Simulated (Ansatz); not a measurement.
# Two states of CrCuO2

```
Cu O Cr
1.0
     1.49577    0.86359    5.73478
    -1.49577    0.86359    5.73478
     0.00000   -1.72717    5.73478
Cu O Cr
1 2 1
Direct
  0.00000 0.00000 0.00000
  0.10792 0.10792 0.10792
  0.89208 0.89208 0.89208
  0.50000 0.50000 0.50000
```

Method: r2SCAN, with U_eff = 1.06 eV on Cr d, U_eff = 5.29 eV on Cu d (all-electron-ortho-atomic projectors); PAW, plane waves to 500 eV, 7×7×7 Γ-centred mesh, tetrahedron occupations (Ansatz 0.2.0), atoms fixed.

State A: no moments (no spin polarisation). State B: Cr4 down (collinear spin).

Q: Which state is lower, and how do they differ?

A: State B is lower by 752.5 meV an atom at zero smearing.

```json
{"state": "A", "free energy (meV/atom)": "752.5", "largest moment in a small sphere (μB)": "0.00", "net moment (μB/cell)": "0.00", "gap on mesh (eV)": "metal", "pressure (GPa)": "-8.3", "largest force (eV/Å)": "0.06"}
{"state": "B", "free energy (meV/atom)": "0.0", "largest moment in a small sphere (μB)": "2.48", "net moment (μB/cell)": "3.00", "gap on mesh (eV)": "2.33", "pressure (GPa)": "-1.4", "largest force (eV/Å)": "0.37"}
```

Origin: a database entry at a rescaled volume. Caveats: empty levels are not fully converged; forces and stress under tetrahedra may miss the slope of the energy; odd electron count without spin polarisation, so a magnetic state may lie lower; the k mesh is coarse if the cell is a metal.
